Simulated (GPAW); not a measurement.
# BN (F-43m) in GPAW: settings compared

Aim: see how the results for BN move with the level of theory and the settings. Levels: PBE+D3, PBE. Tasks: equation of state.

Program: GPAW 26.7.0. These are calculated values, not measurements. Logs are shortened: lines on timing, memory, paths and dates and some standing lists are left out, and cuts for length are marked. The log counts tension as positive stress, the text compression.

**What was measured.**

From “Effect of nanostructuration on compressibility of cubic BN”, 2012, arxiv:1208.3664, for a bulk crystal of BN at 300 K: bulk modulus 395 ± 2 GPa.

How close the calculation comes is told below.

**1. The crystal as given**

Symmetry: F-43m, No. 216, cubic system. Conventional cell: a = 3.626 Å, b = 3.626 Å, c = 3.626 Å, α = 90.00°, β = 90.00°, γ = 90.00°. N (site symmetry -43m) has 4 B at 1.57 Å as nearest neighbours. B (site symmetry -43m) is surrounded by 4 N at 1.57 Å.

The cell is a database's computed one.

**2. Equation of state, PBE+D3**

File run.py:

```python
from ase.calculators.mixing import SumCalculator
from ase.eos import EquationOfState
from ase.io import Trajectory, read
from ase.units import GPa
from dftd3.ase import DFTD3
from gpaw import GPAW, PW

atoms = read('BN.cif')

traj = Trajectory('eos.traj', 'w')
volumes, energies = [], []
for x in [0.94, 0.96, 0.98, 1.0, 1.02, 1.04, 1.06]:
    a = atoms.copy()
    a.set_cell(atoms.cell * x**(1 / 3), scale_atoms=True)
    calc = GPAW(mode=PW(800),
                xc='PBE',
                kpts={'size': (10, 10, 10), 'gamma': True},
                occupations={'name': 'fermi-dirac', 'width': 0.05},
                nbands=11,
                convergence={'density': 1e-05, 'energy': 1e-05},
                maxiter=150,
                txt=f'eos-{x:.2f}.txt')
    a.calc = SumCalculator([calc, DFTD3(method='pbe', damping='d3zero')])
    energies.append(a.get_potential_energy())
    volumes.append(a.get_volume())
    p = -a.get_stress()[:3].mean() / GPa
    calc.write(f'eos-{x:.2f}.gpw')
    traj.write(a)
    print(f'{x:.2f} {volumes[-1]:10.4f} A^3 {energies[-1]:14.6f} eV {p:9.3f} GPa', flush=True)

v0, e0, B = EquationOfState(volumes, energies, eos='birchmurnaghan').fit()
print(f'V0 = {v0:.4f} A^3, E0 = {e0:.6f} eV, B0 = {B / GPa:.2f} GPa')
```

File BN.cif:

```cif
data_BN
_cell_length_a 2.56397060
_cell_length_b 2.56397060
_cell_length_c 2.56397060
_cell_angle_alpha 60.00000000
_cell_angle_beta 60.00000000
_cell_angle_gamma 60.00000000
_space_group_name_H-M_alt 'P1'
_space_group_name_Hall 'P 1'
_space_group_IT_number 1
loop_
_space_group_symop_operation_xyz
'x,y,z'
loop_
_atom_site_label
_atom_site_type_symbol
_atom_site_symmetry_multiplicity
_atom_site_Wyckoff_symbol
_atom_site_fract_x
_atom_site_fract_y
_atom_site_fract_z
_atom_site_occupancy
N1 N 1 a 0.2500000000 0.2500000000 0.2500000000 1
B1 B 1 a 0.0000000000 0.0000000000 0.0000000000 1
```

Potentials or basis: GPAW PAW data sets (gpaw-data 1.2.1), pw.

Command:

```sh
> OMP_NUM_THREADS=1 python run.py
```

Log:

```text
__  _  _
 | _ |_)|_||  |
 |__||  | ||/\| - 26.7.0

Input parameters:
  mode=PW(ecut=800.0),
  convergence={'density': 1e-05, 'energy': 1e-05},
  kpts=MonkhorstPack(size=(10, 10, 10), gamma=True),
  maxiter=150,
  nbands=11,
  occupations=Occupations(name='fermi-dirac', width=0.05),
  xc=XC(name='PBE')

Diagonalizing LCAO Hamiltonian
Converting LCAO to pw mode

           N
       B

Atoms  # Å, Bohr magnetons
|   | symbol |        x |        y |        z |    initial magnetic moments |
|---|--------|----------|----------|----------|-----------------------------|
| 0 |      N | 1.264659 | 0.730151 | 0.516295 | ( 0.0000,  0.0000,  0.0000) |
| 1 |      B | 0.000000 | 0.000000 | 0.000000 | ( 0.0000,  0.0000,  0.0000) |

Unit cell  # Å
| periodic |        x |        y |        z |  lengths |    angles |
|----------|----------|----------|----------|----------|-----------|
|      yes | 2.529318 | 0.000000 | 0.000000 | 2.529318 | 60.000000 |
|      yes | 1.264659 | 2.190454 | 0.000000 | 2.529318 | 60.000000 |
|      yes | 1.264659 | 0.730151 | 2.065180 | 2.529318 | 60.000000 |

Number of symmetries: 24
Symmetry operations  # r_c * U_cc + t_c -> r_c
|    | kind |            matrix            |
|----|------|------------------------------|
|  0 |  E   |  1, 0, 0,  0, 1, 0,  0, 0, 1 |
|  1 |  σ   |  1, 0, 0,  0, 0, 1,  0, 1, 0 |
|  2 |  σ   |  1, 0,-1,  0, 1,-1,  0, 0,-1 |
|  3 |  C3  |  1, 0,-1,  0, 0,-1,  0, 1,-1 |
|  4 |  C3  |  1,-1, 0,  0,-1, 1,  0,-1, 0 |
|  5 |  σ   |  1,-1, 0,  0,-1, 0,  0,-1, 1 |
|  6 |  σ   |  0, 1, 0,  1, 0, 0,  0, 0, 1 |
|  7 |  C3  |  0, 1, 0,  0, 0, 1,  1, 0, 0 |
|  8 |  C2  |  0, 1,-1,  1, 0,-1,  0, 0,-1 |
|  9 |  S4  |  0, 1,-1,  0, 0,-1,  1, 0,-1 |
| 10 |  C3  |  0, 0, 1,  1, 0, 0,  0, 1, 0 |
| 11 |  σ   |  0, 0, 1,  0, 1, 0,  1, 0, 0 |
| 12 |  S4  |  0, 0,-1,  1, 0,-1,  0, 1,-1 |
| 13 |  C3  |  0, 0,-1,  0, 1,-1,  1, 0,-1 |
| 14 |  S4  |  0,-1, 1,  1,-1, 0,  0,-1, 0 |
| 15 |  C2  |  0,-1, 1,  0,-1, 0,  1,-1, 0 |
| 16 |  C3  |  0,-1, 0,  1,-1, 0,  0,-1, 1 |
| 17 |  S4  |  0,-1, 0,  0,-1, 1,  1,-1, 0 |
| 18 |  S4  | -1, 1, 0, -1, 0, 1, -1, 0, 0 |
| 19 |  C3  | -1, 1, 0, -1, 0, 0, -1, 0, 1 |
| 20 |  C3  | -1, 0, 1, -1, 1, 0, -1, 0, 0 |
| 21 |  S4  | -1, 0, 1, -1, 0, 0, -1, 1, 0 |
| 22 |  σ   | -1, 0, 0, -1, 1, 0, -1, 0, 1 |
| 23 |  C2  | -1, 0, 0, -1, 0, 1, -1, 1, 0 |

BZ-sampling:
  Number of BZ points: 1000
  Number of IBZ points: 47

  Monkhorst-Pack size: [10, 10, 10]
  Monkhorst-Pack shift: [0.05, 0.05, 0.05]

K-points  # in reciprocal-cell coordinates
|     |                                coordinates |     weight |
|-----|--------------------------------------------|------------|
|   0 | (  0.00000000,   0.00000000,   0.00000000) | 0.00100000 |
|   1 | (  0.10000000,   0.10000000,   0.00000000) | 0.00600000 |
|   2 | (  0.10000000,   0.10000000,   0.10000000) | 0.00800000 |
|   3 | (  0.20000000,   0.10000000,   0.10000000) | 0.01200000 |
|   4 | (  0.20000000,   0.20000000,   0.00000000) | 0.00600000 |
|   5 | (  0.20000000,   0.20000000,   0.10000000) | 0.02400000 |
|   6 | (  0.20000000,   0.20000000,   0.20000000) | 0.00800000 |
|   7 | (  0.30000000,   0.20000000,   0.10000000) | 0.02400000 |
|   8 | (  0.30000000,   0.20000000,   0.20000000) | 0.02400000 |
|   9 | (  0.30000000,   0.30000000,   0.00000000) | 0.00600000 |
| ... |                                            |            |
|  46 | (  0.50000000,   0.50000000,   0.50000000) | 0.00400000 |

Plane wave coefficients: 609
Cutoff: 800.0 eV

Spin-components: 1 (collinear spins)
Bands:           11
Projectors:      10
Spin-degeneracy: 2
Datatype:        complex128

Parallelization:
  kpt:    1
  domain: 1
  band:   1

Density:
  Valence electrons: 8.0
  Components: 1
  Grid points: [18 18 18]
  Charge: 0.0  # |e|

Potential:
  Grid points: [18 18 18]

species:
  N:
    name:    Nitrogen
    Z:       7.0
    valence: 5
    core:    2
    charge:  0.0  # [|e|]
    compensation charges:
      type: gauss
      rc: 0.18  # [Å]
      lmax: 2
    cutoffs:
      filter: 1.11  # [Å]
      core: 0.96  # [Å]
    projectors
    | kind |    occ | energy [eV] | rcut [Å] |
    |------|--------|-------------|----------|
    |   2s |  2.000 |     -18.583 |    0.603 |
    |   2p |  3.000 |      -7.089 |    0.529 |
    |    s |        |       8.629 |    0.603 |
    |    p |        |      20.123 |    0.529 |
    |    d |        |       0.000 |    0.577 |

    Using partial waves for N as LCAO basis

  B:
    name:    Boron
    Z:       5.0
    valence: 3
    core:    2
    charge:  0.0  # [|e|]
    compensation charges:
      type: gauss
      rc: 0.20  # [Å]
      lmax: 2
    cutoffs:
      filter: 1.14  # [Å]
      core: 1.38  # [Å]
    projectors
    | kind |    occ | energy [eV] | rcut [Å] |
    |------|--------|-------------|----------|
    |   2s |  2.000 |      -9.443 |    0.635 |
    |   2p |  1.000 |      -3.606 |    0.635 |
    |    s |        |      17.768 |    0.635 |
    |    p |        |      23.605 |    0.635 |
    |    d |        |       0.000 |    0.635 |

    Using partial waves for B as LCAO basis

Reference energy: -2151.211071  # eV

eigensolver:
  PPCG
  Converge bands: occupied
  niter=2

density mixing:
  MSR1-Mixer
  Pratt-step length: 0.05
  Maximum mixing coefficient: 0.75
  Old densities: 10
  SVD Regularization: 0.005
  Good broyden scale: 1.0
  Trust region scale: 1.0
  Backstep threshold: 4.0
  History deletion threshold: 6.0
  Fourier metric: weight=20.0, sigma=0.015

occupation numbers:
  Fermi-Dirac:
    width: 0.0500  # eV

poisson solver:
  ecut: 6400.0  # eV

xc functional:
  name: PBE with 2 nearest neighbor stencil

convergence criteria:
[... 6 lines left out ...]
|iter     | |      energy | eigst |  dens |
|---------|-|-------------|-------|-------|
|iter:   1| |  -18.360770 | +0.11 |       |
|iter:   2| |  -18.180802 | -2.09 | -0.74 |
|iter:   3| |  -17.490001 | -1.35 | -0.78 |
|iter:   4| |  -17.481168 | -2.84 | -1.38 |
|iter:   5| |  -17.480955 | -3.46 | -1.84 |
|iter:   6| |  -17.481030 | -5.31 | -2.57 |
|iter:   7| |  -17.481030c| -7.05 | -3.58 |
|iter:   8| |  -17.481030c| -8.74c| -4.34 |
|iter:   9| |  -17.481030c| -8.79c| -5.40c|

Converged in 9 steps
Energy contributions relative to reference atoms: (reference = -2151.211071)

Energy contributions:
  Kinetic:          19.381847
  Coulomb:         -17.908475
  Zero:              0.099011
  External:          0.000000
  Xc:              -19.053413
  Entropy:           0.000000
  Spinorbit:         0.000000
  ----------------------------
  Free energy:     -17.481030
  Extrapolated:    -17.481030

dipole moment: (-10.247166, -5.916204, -4.183388)  # |e|*Ang

Fermi level: 12.834
Eigenvalues  # (at kpt = [0.000, 0.000, 0.000])
| band index |      eig [eV] | occ [0-2] |
|------------|---------------|-----------|
|          0 |       -10.024 |     2.000 |
|          1 |        10.566 |     2.000 |
|          2 |        10.566 |     2.000 |
|          3 |        10.566 |     2.000 |
|          4 |        19.549 |     0.000 |
|          5 |        19.549 |     0.000 |
|          6 |        19.549 |     0.000 |
|          7 |        21.452 |     0.000 |
|          8 |        35.926 |     0.000 |
|          9 |        38.756 |     0.000 |
|         10 |        39.226 |     0.000 |

Gap: 4.505 eV
Transition (v -> c):
  (s=0, k=0, n=3, [0.00, 0.00, 0.00]) -> (s=0, k=41, n=4, [0.50, 0.50, 0.00])
Direct/indirect transitions are different
Direct gap: 8.983 eV
Transition at: (s=0, k=0, n=3, [0.00, 0.00, 0.00])

Stress tensor  # eV/Ang^3
|         x |         y |         z |
|-----------|-----------|-----------|
| -0.091778 |  0.000000 |  0.000000 |
|  0.000000 | -0.091778 | -0.000000 |
|  0.000000 | -0.000000 | -0.091778 |

# Writing to eos-0.96.gpw (mode='')
```

stdout:

```text
0.94    11.2035 A^3     -17.737458 eV    20.764 GPa
0.96    11.4418 A^3     -17.763513 eV    11.524 GPa
0.98    11.6802 A^3     -17.776409 eV     3.109 GPa
1.00    11.9186 A^3     -17.777094 eV    -4.566 GPa
1.02    12.1569 A^3     -17.767169 eV   -11.537 GPa
1.04    12.3953 A^3     -17.747083 eV   -17.904 GPa
1.06    12.6337 A^3     -17.718092 eV   -23.686 GPa
V0 = 11.8157 A^3, E0 = -17.778228 eV, B0 = 378.54 GPa
```

Wall time 64 s (1 thread of Arm Neoverse V1, shared host); peak memory 0.21 GiB.

What came out:

| Quantity | Value |
| --- | --- |
| Equilibrium volume | 5.91 Å³/atom |
| Bulk modulus | 379 GPa |
| Pressure derivative of the bulk modulus | 3.8 |

Energy against volume, from the lowest point:
```
volume (Å³/atom)  energy (meV/atom)
           5.602              19.82
           5.721               6.79
           5.840               0.34
           5.959               0.00
           6.078               4.96
           6.198              15.01
           6.317              29.50
```

**3. Equation of state, PBE**

run.py: that of step 2 with these lines changed.

```diff
@@ -1,2 +1 @@
-from ase.calculators.mixing import SumCalculator
 from ase.eos import EquationOfState
@@ -4,4 +3,5 @@
 from ase.units import GPa
-from dftd3.ase import DFTD3
-from gpaw import GPAW, PW
+from gpaw import GPAW, PW, setup_paths
+
+setup_paths.insert(0, '.')
 
@@ -18,3 +18,4 @@
                 occupations={'name': 'fermi-dirac', 'width': 0.05},
-                nbands=11,
+                setups={'B': 'jth', 'N': 'jth'},
+                nbands=-7,
                 convergence={'density': 1e-05, 'energy': 1e-05},
@@ -22,4 +23,4 @@
                 txt=f'eos-{x:.2f}.txt')
-    a.calc = SumCalculator([calc, DFTD3(method='pbe', damping='d3zero')])
-    energies.append(a.get_potential_energy())
+    a.calc = calc
+    energies.append(a.get_potential_energy(force_consistent=True))
     volumes.append(a.get_volume())
```

BN.cif is that of step 2.

Potentials or basis: JTH PAW 2.0, PBE, pw.

Command:

```sh
> OMP_NUM_THREADS=1 python run.py
```

Wall time 67 s (1 thread of Arm Neoverse V1, shared host); peak memory 0.18 GiB.

Results (log left out):

* Equilibrium volume: 5.95 Å³/atom
* Bulk modulus: 374 GPa
* Pressure derivative of the bulk modulus: 3.2

Energy against volume, from the lowest point:
| volume (Å³/atom) | energy (meV/atom) |
| --- | --- |
| 5.602 | 25.34 |
| 5.721 | 10.49 |
| 5.840 | 2.39 |
| 5.959 | 0.00 |
| 6.078 | 3.31 |
| 6.198 | 11.83 |
| 6.317 | 24.78 |

Caveat: the program truncates these outside data sets.

**4. How close it comes**

Step 2. A measured bulk modulus of BN is 395 GPa (300 K; quoted in “Effect of nanostructuration on compressibility of cubic BN”, 2012, arxiv:1208.3664); the calculated 379 GPa misses it by -4.2 %. The fit is for a static lattice scaled at fixed shape and fixed fractional positions.

Step 3. A measured bulk modulus of BN is 395 GPa (300 K; quoted in “Effect of nanostructuration on compressibility of cubic BN”, 2012, arxiv:1208.3664); the calculated 374 GPa misses it by -5.3 %. The fit is for a static lattice scaled at fixed shape and fixed fractional positions.
